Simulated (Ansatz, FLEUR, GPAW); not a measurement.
One calculation of TePb, 3 ways

```
Pb Te
1.0
     0.00000    3.23100    3.23100
     3.23100    0.00000    3.23100
     3.23100    3.23100    0.00000
Pb Te
1 1
Direct
  0.00000 0.00000 0.00000
  0.50000 0.50000 0.50000
```

Alike in all runs: task band structure; functional RPBE; k mesh 7 × 7 × 7; occupations fermi-dirac, width 0.05 eV; no spin polarisation; no spin-orbit coupling. Pressure is positive in compression and, in plane waves, holds the error of the finite cutoff. Gaps are the smaller of the mesh's and the band path's.

```tsv
program and potentials	plane-wave cutoff (eV)	notes	band gap (eV)	pressure (GPa)
GPAW, the program's PAW data sets (release 1.2.1) made for this functional	600	-	0.75	3.36
FLEUR, all-electron, FLAPW	-	-	0.88	-
Ansatz, all-electron LAPW, scalar-relativistic	-	-	?	?
```

**Question.** Estimate from the other rows what the run with Ansatz, all-electron LAPW, scalar-relativistic gave.

**Answer.** Band gap 0.79 eV; pressure 3.65 GPa. The other rows, which needn't bracket it: band gap 0.75 to 0.88; pressure 3.36.
